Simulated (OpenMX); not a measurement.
A run of OpenMX 3.8.5 is set up as follows.

The input ZnO.dat:

```
System.CurrrentDirectory             ./
System.Name                          ZnO
DATA.PATH                            ./DFT_DATA13
level.of.stdout                      1
level.of.fileout                     0
Species.Number                       2
<Definition.of.Atomic.Species
  Zn  Zn6.0H-s3p2d2          Zn_CA13H
  O   O6.0-s2p2d1            O_CA13
Definition.of.Atomic.Species>

Atoms.Number                         4
Atoms.SpeciesAndCoordinates.Unit     FRAC
<Atoms.SpeciesAndCoordinates
    1  Zn    0.6666666667    0.3333333333    0.0000000000  10.000 10.000
    2  Zn    0.3333333333    0.6666666667    0.5000000000  10.000 10.000
    3  O     0.3333333333    0.6666666667    0.8790100000   3.000  3.000
    4  O     0.6666666667    0.3333333333    0.3790100000   3.000  3.000
Atoms.SpeciesAndCoordinates>

Atoms.UnitVectors.Unit               Ang
<Atoms.UnitVectors
     3.2493080000    0.0000000000    0.0000000000
    -1.6246540000    2.8139832727    0.0000000000
     0.0000000000    0.0000000000    5.2057090000
Atoms.UnitVectors>

scf.XcType                           LDA
scf.SpinPolarization                 off
scf.ElectronicTemperature            580.226
scf.energycutoff                     500.0
scf.maxIter                          100
scf.EigenvalueSolver                 band
scf.Kgrid                            7 7 5
scf.Mixing.Type                      rmm-diisk
scf.Init.Mixing.Weight               0.05
scf.Min.Mixing.Weight                0.001
scf.Max.Mixing.Weight                0.3
scf.Mixing.History                   25
scf.Mixing.StartPulay                8
scf.criterion                        1.0e-8
scf.stress.tensor                    on
MD.Type                              nomd
Band.dispersion                      on
Band.Nkpath                          9
<Band.kpath
   11   0.000000  0.000000  0.000000    0.500000  0.000000  0.000000  G M
    7   0.500000  0.000000  0.000000    0.333333  0.333333  0.000000  M K
   13   0.333333  0.333333  0.000000    0.000000  0.000000  0.000000  K G
    6   0.000000  0.000000  0.000000    0.000000  0.000000  0.500000  G A
   11   0.000000  0.000000  0.500000    0.500000  0.000000  0.500000  A L
    7   0.500000  0.000000  0.500000    0.333333  0.333333  0.500000  L H
   13   0.333333  0.333333  0.500000    0.000000  0.000000  0.500000  H A
    6   0.500000  0.000000  0.500000    0.500000  0.000000  0.000000  L M
    6   0.333333  0.333333  0.000000    0.333333  0.333333  0.500000  K H
Band.kpath>
```

Potentials or basis: OpenMX 2013 LDA set, Zn6.0H-s3p2d2, O6.0-s2p2d1, grid cutoff 500 Ry.

Command:

```sh
$ openmx ZnO.dat -nt 1 > ZnO.std
```

Predict the largest force.

0.034 eV/Å.

Estimate the band gap along the path.

1.20 eV, direct.

Forces in eV/Å, atoms in the order of the input:
```
Zn   0.000 -0.007 -0.028
Zn   0.000  0.007 -0.028
O    0.000  0.007  0.033
O    0.000 -0.007  0.033
```

Caveat: the basis of atomic orbitals isn't converged, which shifts pressures, moduli and gaps.

**What was measured.**

“Electronic structure of alkaline earth and post-transition metal oxides”, 2009, arxiv:0908.1581 quotes, for a bulk crystal of ZnO: band gap 3.37 eV.

Measured gap of ZnO: 3.37 eV (quoted in “Electronic structure of alkaline earth and post-transition metal oxides”, 2009, arxiv:0908.1581). This calculation gives 1.20 eV (-2.17 eV). So large a miss can be the level of theory's own, or it may mean another phase, state or a wrong row. The value is that of LDA in an atomic basis (OpenMX 2013 LDA set, Zn6.0H-s3p2d2, O6.0-s2p2d1, grid cutoff 500 Ry), whose error adds to the functional's,, without temperature or zero-point motion. Semilocal functionals fall short of measured gaps as a rule.
